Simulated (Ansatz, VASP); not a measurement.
## AlP: VASP beside Ansatz

Contents of POSCAR:

```
AlP
1.0
    0.0000000000      2.7392607946      2.7392607946
    2.7392607946      0.0000000000      2.7392607946
    2.7392607946      2.7392607946      0.0000000000
Al P
1 1
Direct
    0.0000000000      0.0000000000      0.0000000000
    0.2500000000      0.2500000000      0.2500000000
```

INCAR.step1

```
SYSTEM = AlP
  PREC = Accurate
  ENCUT = 520
  EDIFF = 1E-5
  ISMEAR = 0
  SIGMA = 0.01
  LREAL = .False.
  LASPH = .True.
  NELM = 100
  ALGO = Normal
  ISIF = 2
  LWAVE = .True.
  LCHARG = .False.
  NBANDS = 11
  GGA = PE
```

File INCAR.step2:

```
SYSTEM = AlP
  PREC = Accurate
  ENCUT = 520
  EDIFF = 1E-6
  ISMEAR = 0
  SIGMA = 0.01
  LREAL = .False.
  LASPH = .True.
  NELM = 100
  ALGO = Normal
  ISIF = 2
  LWAVE = .False.
  LCHARG = .False.
  GGA = PE
  LHFCALC = .True.
  HFSCREEN = 0.2079
  PRECFOCK = Normal
  NBANDS = 11
  ISTART = 1
```

File KPOINTS:

```
Automatic mesh
0
Gamma
  4 4 4
  0 0 0
```

Input for Ansatz:

```yaml
crystal:
  lattice:
    - [0.0, 2.7392607946, 2.7392607946]
    - [2.7392607946, 0.0, 2.7392607946]
    - [2.7392607946, 2.7392607946, 0.0]
  atoms:
    - { symbol: Al, position: [0.0, 0.0, 0.0] }
    - { symbol: P, position: [0.25, 0.25, 0.25] }
kpoints:
  mp_grid: { grid: [4, 4, 4] }
  band_path:
    path:
      - [0.0, 0.0, 0.0]
      - [-0.5, -0.5, 0.0]
      - [-0.375, -0.375, 0.25]
      - [-0.375, 0.0, 0.375]
      - [0.0, 0.0, 0.5]
      - [-0.5, -0.25, 0.25]
      - [0.0, 0.5, 0.5]
    npoints: 1
hamiltonian:
  xc: hse06
scf:
  occupations: { method: fixed }
  n_extra_bands: 4
output:
  forces: true
  stress: true
  eigenvalues: true
```

Alike in both runs: task single point; functional HSE06; k mesh 4 × 4 × 4; no spin polarisation.

|  | VASP | Ansatz |
| --- | --- | --- |
| version | VASP 6.6.1 | Ansatz 0.2.0 |
| potentials or method | VASP PAW PBE potentials, release 64 (Al, P) | plane waves, PAW |
| plane-wave cutoff (eV) | 520 | 420 |
| occupations | gaussian, width 0.01 eV | fixed |
| valence electrons in the cell | 8 | 8 |

Ansatz gave:

| Item | Value |
| --- | --- |
| gap on the k mesh at the Fermi level (eV) | 2.29 |
| pressure (GPa) | 0.2 |

Question: What did VASP give for the same quantities?

Answer: gap on the k mesh at the Fermi level (eV): 2.30; pressure (GPa): 0.0.

Ansatz warned: «stress_exchange_threshold_loose».

Caveats: the k mesh is coarse (spacing up to 0.50 Å⁻¹), so the values aren't converged, least of all with exact exchange; the PAW data sets were made with another functional, which shifts forces and pressure a little (VASP). A k mesh can miss the band edges.
